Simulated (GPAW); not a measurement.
AlN:

```
Al N
1.0
     3.11300    0.00000    0.00000
    -1.55650    2.69594    0.00000
     0.00000    0.00000    4.98100
Al N
2 2
Direct
  0.66667 0.33333 0.50000
  0.33333 0.66667 0.00000
  0.66667 0.33333 0.88000
  0.33333 0.66667 0.38000
```

Base run:

| Item | Value |
| --- | --- |
| Program | GPAW 26.7.0 |
| Functional | optB88-vdW |
| Potentials or basis | GPAW PAW data sets (gpaw-data 1.2.1) |
| Cutoff | 800 eV |
| Basis | pw |
| k mesh | 7 × 7 × 4 |
| Occupations | fermi-dirac, width 0.05 eV |
| Spin | no spin polarisation |

Its results: band gap on the k mesh 4.45 eV, direct.

**Question.** After a change of settings the same cell gave: band gap on the k mesh 4.88 eV, direct. Which change was it?
A. functional from optB88-vdW to M06-L; band points from 100 to 60
B. functional from optB88-vdW to OLYP; potentials or basis from GPAW PAW data sets (gpaw-data 1.2.1) to PAW data sets generated in the run's folder for this functional
C. functional from optB88-vdW to MS2; band points from 100 to 80
D. functional from optB88-vdW to r4SCAN

**Answer.** D.

Not every run made on this cell is shown here.
